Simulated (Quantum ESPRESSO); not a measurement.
I:

```
I
1.0
    -2.08938    2.08938    2.08938
     2.08938   -2.08938    2.08938
     4.17875    4.17875    0.00000
I
2
Direct
  0.00688 0.00756 0.00302
  0.49312 0.49244 0.49698
```

The real solid is made of molecules; this cell is a model form.

```yaml
Program: Quantum ESPRESSO 7.5
Task: relaxation of cell and atoms
Functional: BLYP
Dispersion: D3(BJ)
Potentials_or_basis: GBRV 1.5 PBE
Cutoff: 612 eV
Density_cutoff: 4898 eV
k_mesh: 4 × 4 × 3
Occupations: cold, width 0.2 eV
Spin: no spin polarisation
```

At the start: pressure -1.0 GPa; volume 36.48 Å³/atom.

Question: Where does the relaxation end?

Answer: Over 15 steps the energy falls by 535.9 meV/atom and the volume is 36.57 Å³/atom (+0.2 %); space group I4/mmm (No. 139, to 0.05 Å).

Step by step:
```
step  energy change (eV)  largest force (eV/Å)  pressure (GPa)  volume (Å³)
   1              0.0000                0.0931           -0.95        72.97
   2             -0.0140                0.0948           -0.87        72.63
   3             -0.1309                0.0999           -0.83        71.42
   4             -0.4767                0.0638           -0.91        69.73
   5             -0.9596                0.0448            2.55        66.23
   6             -0.9953                0.0430            3.03        66.62
   7             -1.0292                0.0313            2.09        68.58
   8             -1.0614                0.0133            0.18        72.91
   9             -1.0629                0.0106           -0.07        73.73
  10             -1.0636                0.0092           -0.15        74.05
  11             -1.0651                0.0063           -0.24        74.46
  12             -1.0674                0.0026           -0.28        74.65
  13             -1.0702                0.0047           -0.24        74.31
  14             -1.0715                0.0080           -0.09        73.57
  15             -1.0718                0.0076            0.01        73.14
```

Final structure:
```
CELL_PARAMETERS angstrom
3.12542 0.54299 -0.00007
-0.52986 3.12655 -0.00011
-0.00019 -0.00031 7.27124
ATOMIC_POSITIONS crystal
I 0.00029 0.00078 0.00042
I 0.49971 0.49922 0.49958
```

Caveat: the k mesh is coarse (spacing up to 0.46 Å⁻¹), so the values aren't converged; the potentials were made for another functional, which shifts forces and pressure; pairwise dispersion overbinds metals, which lowers pressure and volume.
